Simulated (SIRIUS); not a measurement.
# BN under changes of volume

One of the cells (9.146 Å³/atom); the others are scaled copies at fixed shape and fractional positions:

```xyz
4
Lattice="2.5148 0.0000 0.0000 -1.2574 2.1779 0.0000 0.0000 0.0000 6.6796" Properties=species:S:1:pos:R:3 pbc="T T T"
N     1.2574    0.7260    1.6699
N     0.0000    1.4519    5.0097
B     1.2574    0.7260    5.0097
B     0.0000    1.4519    1.6699
```

* Program: SIRIUS 7.12.0
* Functional: PBE
* Potentials or basis: all-electron FP-LAPW
* Cutoff: 427 eV
* Basis: apw+lo standard
* k mesh: 12 × 12 × 4
* Occupations: fermi-dirac, width 0.05 eV
* Spin: no spin polarisation

```csv
volume (Å³/atom),energy over the lowest point (meV/atom),gap on the mesh (eV)
8.429,47.82,4.36
8.608,?,?
8.787,11.43,4.32
9.146,0.00,4.27
9.325,2.30,4.24
9.505,9.36,4.22
```

Q: What does the run at 8.608 Å³/atom give?

A: Energy over the lowest point 26.20 meV/atom; gap on the mesh 4.34 eV.

Worked out: A Birch-Murnaghan fit of order 3 (a polynomial in V^(-2/3)) to the other rows has its minimum at 9.15 Å³/atom with B0 = V·E''(V) = 235 GPa and B' = 3.8 at fixed shape and positions, which overstates the stiffness. It gives 26.20 meV/atom at 8.608 Å³/atom, against the run's 26.20. A straight line through the other rows of the gap, of slope -1.19 eV per unit of ln V, gives 4.34 eV, against the run's 4.34.

Energies are extrapolated to zero smearing.

Caveats: this functional lacks dispersion, which binds the layers, so the pressure and a relaxed spacing across them are unreliable.

A mesh can miss the band edges.
